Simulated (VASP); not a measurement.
# Sr: nudged elastic band

Sr, defect, 17 atoms in the cell. PBE, nudged elastic band; PAW potentials Sr_sv (PBE set).

Path: a Sr atom hops into a neighbouring Sr vacancy; Moving images: 1.

## Input

INCAR.step1:
```
SYSTEM = Sr
PREC = Normal
ENCUT = 250
EDIFF = 1E-6
ISMEAR = 1
SIGMA = 0.1
LREAL = .FALSE.
LASPH = .TRUE.
NELM = 100
ALGO = Normal
LWAVE = .FALSE.
LCHARG = .FALSE.
IBRION = 2
NSW = 100
ISIF = 2
EDIFFG = -0.02
POTIM = 0.5
KPAR = 4
```

INCAR.step3, as INCAR.step1 but for:
```
- IBRION = 2
- ISIF = 2
- EDIFFG = -0.02
- POTIM = 0.5
+ IBRION = 1
+ POTIM = 0.3
+ EDIFFG = -0.05
+ SPRING = -5
+ IMAGES = 1
```

KPOINTS:
```
k-points
0
Gamma
  3 2 2
```

00/POSCAR:
```
Sr
1.0
    7.4874823906     -4.3272691014      0.0000000000
   11.2312235859      6.4909036521      0.0000000000
   -2.5249313947      0.0000000000     10.5801523658
Sr
17
Direct
    0.3894122887      0.5928458148      0.8335460710
    0.3861927605      0.9260099087      0.8321387458
    0.8896594261      0.2577013807      0.8330471334
    0.8867553813      0.5937716982      0.8332239297
    0.8912917368      0.9253575881      0.8329342217
    0.1120638585      0.0734378330      0.1688387211
    0.1097382457      0.4075520057      0.1674143195
    0.1101584534      0.7426842986      0.1672523668
    0.6117910913      0.0740694676      0.1681141100
    0.6130785615      0.4077408863      0.1674843961
    0.6115679082      0.7401645081      0.1662241965
    0.0001126689      0.9991873001      0.4982824088
    0.9977080196      0.3338376231      0.4995014991
    0.9978971601      0.6680763303      0.4992862842
    0.5002339318      0.9993910877      0.4993709095
    0.5015309004      0.3333190789      0.4990608161
    0.5019797823      0.6656346401      0.5009506508
```

01/POSCAR:
```
Sr
1.0
    7.4874823906     -4.3272691014      0.0000000000
   11.2312235859      6.4909036521      0.0000000000
   -2.5249313947      0.0000000000     10.5801523658
Sr
17
Direct
    0.3953445337      0.5970819173      0.8425187441
    0.3938536809      0.9306155049      0.8427618354
    0.8965050954      0.2627666943      0.8426217754
    0.8938799618      0.5978608687      0.8419951614
    0.8971068302      0.9290297043      0.8426450890
    0.1191888411      0.0775267362      0.1776098791
    0.1165838672      0.4126169603      0.1769889630
    0.1159737733      0.7463566508      0.1769635484
    0.6177237634      0.0783053752      0.1770871212
    0.5065449307      0.3376919798      0.0098052401
    0.6192278520      0.7447707409      0.1768471113
    0.0076510807      1.0032481768      0.5093034845
    1.0065317704      0.3376947198      0.5098022306
    1.0054357054      0.6721369985      0.5103075624
    0.5056705431      1.0045708636      0.5090154889
    0.5065329315      0.3376939555      0.5098026879
    0.5074170142      0.6708136031      0.5105948573
```

02/POSCAR:
```
Sr
1.0
    7.4874823906     -4.3272691014      0.0000000000
   11.2312235859      6.4909036521      0.0000000000
   -2.5249313947      0.0000000000     10.5801523658
Sr
17
Direct
    0.4012767787      0.6013180198      0.8514914172
    0.4015146013      0.9352211010      0.8533849250
    0.9033507647      0.2678320079      0.8521964175
    0.9010045424      0.6019500393      0.8507663931
    0.9029219236      0.9327018206      0.8523559563
    0.1263138236      0.0816156395      0.1863810370
    0.1234294886      0.4176819150      0.1865636065
    0.1217890932      0.7500290030      0.1866747300
    0.6236564355      0.0825412828      0.1860601324
    0.4000113000      0.2676430733     -0.1478739160
    0.6268877959      0.7493769738      0.1874700262
    0.0151894925      1.0073090535      0.5203245602
    1.0153555213      0.3415518164      0.5201029620
    1.0129742506      0.6761976668      0.5213288407
    0.5111071544      1.0097506395      0.5186600683
    0.5115349627      0.3420688320      0.5205445598
    0.5128542461      0.6759925660      0.5202390638
```

POSCAR.step1:
```
Sr
1.0
    7.4874823906     -4.3272691014      0.0000000000
   11.2312235859      6.4909036521      0.0000000000
   -2.5249313947      0.0000000000     10.5801523658
Sr
17
Direct
    0.3888278250      0.5925518833      0.8333292200
    0.3888278250      0.9258852167      0.8333292200
    0.8888278250      0.2592185500      0.8333292200
    0.8888278250      0.5925518833      0.8333292200
    0.8888278250      0.9258852167      0.8333292200
    0.1111721750      0.0741147833      0.1666707800
    0.1111721750      0.4074481167      0.1666707800
    0.1111721750      0.7407814500      0.1666707800
    0.6111721750      0.0741147833      0.1666707800
    0.6111721750      0.4074481167      0.1666707800
    0.6111721750      0.7407814500      0.1666707800
    0.0000000000      0.0000000000      0.5000000000
    0.0000000000      0.3333333333      0.5000000000
    0.0000000000      0.6666666667      0.5000000000
    0.5000000000      0.0000000000      0.5000000000
    0.5000000000      0.3333333333      0.5000000000
    0.5000000000      0.6666666667      0.5000000000
```

POSCAR.step2:
```
Sr
1.0
    7.4874823906     -4.3272691014      0.0000000000
   11.2312235859      6.4909036521      0.0000000000
   -2.5249313947      0.0000000000     10.5801523658
Sr
17
Direct
    0.3888278250      0.5925518833      0.8333292200
    0.3888278250      0.9258852167      0.8333292200
    0.8888278250      0.2592185500      0.8333292200
    0.8888278250      0.5925518833      0.8333292200
    0.8888278250      0.9258852167      0.8333292200
    0.1111721750      0.0741147833      0.1666707800
    0.1111721750      0.4074481167      0.1666707800
    0.1111721750      0.7407814500      0.1666707800
    0.6111721750      0.0741147833      0.1666707800
    0.3888278250      0.2592185500     -0.1666707800
    0.6111721750      0.7407814500      0.1666707800
    0.0000000000      0.0000000000      0.5000000000
    0.0000000000      0.3333333333      0.5000000000
    0.0000000000      0.6666666667      0.5000000000
    0.5000000000      0.0000000000      0.5000000000
    0.5000000000      0.3333333333      0.5000000000
    0.5000000000      0.6666666667      0.5000000000
```

Commands (each step's output is kept before the next begins):
```
cat potpaw_PBE.64/Sr_sv/POTCAR > POTCAR
cp INCAR.step1 INCAR
cp POSCAR.step1 POSCAR
mpirun -np 8 vasp_std > vasp.out
cp POSCAR.step2 POSCAR
mpirun -np 8 vasp_std > vasp.out
# 00 and 02 hold the relaxed ends, the second shifted as a whole so that the mean position stays; the images between are interpolated (pair-distance (IDPP))
cp INCAR.step3 INCAR
mpirun -np 8 vasp_std > vasp.out
```

## Result

- Barrier (eV): 0.413
- Barrier of the reverse step (eV): 0.413
- Energy of the second end over the first (eV): 0.000
- Top of the path (share of its length): 0.50
- Length of the path (Å): 4.62
- Steps of the band: 17
- Ionic steps, all stages: 25
- Electronic steps, all stages: 193

Energy along the relaxed band:

| Image | Distance along the path (Å) | Energy above the first end (eV) | Slope along the path (eV/Å) | Largest force across the path (eV/Å) |
|---|---|---|---|---|
| 0 | 0.000 | 0.000 | relaxed end |  |
| 1 | 2.310 | 0.413 | -0.000 | 0.046 |
| 2 | 4.619 | 0.000 | relaxed end |  |

The cell is Sr (18 atoms) with one Sr atom missing.

The two ends have the same energy within 0.01 eV.

Limits: the cell holds 17 atoms, so the vacancy or interstitial meets its own images and the barrier isn't that of a lone defect; the atom stays on the straight, symmetric line between the sites, so the barrier is an upper bound: a way around it wasn't tried; a single image in the middle can't show two humps with a dip between them, and says nothing of the springs.

VASP 6.6.1 took 577 s on 8 cores (Intel Xeon Platinum 8488C (Sapphire Rapids)), a shared host.
